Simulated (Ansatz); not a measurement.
Al2O3 (Corundum) under changes of volume

One of the cells (8.502 Å³/atom); the others are scaled copies at fixed shape and fractional positions:

```
Al O
1.0
     2.38025    1.37424    4.33187
    -2.38025    1.37424    4.33187
     0.00000   -2.74848    4.33187
Al O
4 6
Direct
  0.85216 0.85216 0.85216
  0.64784 0.64784 0.64784
  0.14784 0.14784 0.14784
  0.35216 0.35216 0.35216
  0.05668 0.75000 0.44332
  0.75000 0.44332 0.05668
  0.44332 0.05668 0.75000
  0.94332 0.25000 0.55668
  0.25000 0.55668 0.94332
  0.55668 0.94332 0.25000
```

- Program: Ansatz 0.2.0
- Functional: rPW86-PBE
- Potentials or basis: Ansatz PAW
- Cutoff: 420 eV (not typed: the program's choice for these potentials)
- k mesh: 7 × 7 × 7
- Occupations: fermi-dirac, width 0.05 eV
- Spin: no spin polarisation

```tsv
volume (Å³/atom)	energy over the lowest point (meV/atom)	pressure (GPa)	gap on the mesh (eV)	largest force (eV/Å)
7.992	79.02	30.3	7.11	0.105
8.162	?	?	?	?
8.332	29.04	17.2	6.56	0.061
8.502	13.84	11.6	6.31	0.075
8.672	4.33	6.4	6.05	0.087
8.842	0.00	1.8	5.81	0.099
9.012	0.40	-2.5	5.57	0.109
```

Question: What does the run at 8.162 Å³/atom give?

Answer: Energy over the lowest point 50.58 meV/atom; pressure 23.4 GPa; gap on the mesh 6.84 eV; largest force 0.081 eV/Å.

Worked out: A Birch-Murnaghan fit of order 3 (a polynomial in V^(-2/3)) to the other rows has its minimum at 8.91 Å³/atom with B0 = V·E''(V) = 223 GPa and B' = 4.0 at fixed shape and positions, which overstates the stiffness. It gives 50.56 meV/atom at 8.162 Å³/atom, against the run's 50.58, and -dE/dV = 23.4 GPa, against 23.4. A straight line through the other rows of the gap, of slope -12.8 eV per unit of ln V (its deformation potential), gives 6.83 eV, against the run's 6.84.

Energies are extrapolated to zero smearing.

Caveats: odd divisions of the mesh miss points on the zone boundary, where band edges often lie, so the gap on the mesh can be too wide; the PAW data sets come from PBE, with cores solved anew for the run's functional, which leaves a small shift of forces and pressure.

A mesh can miss the band edges.
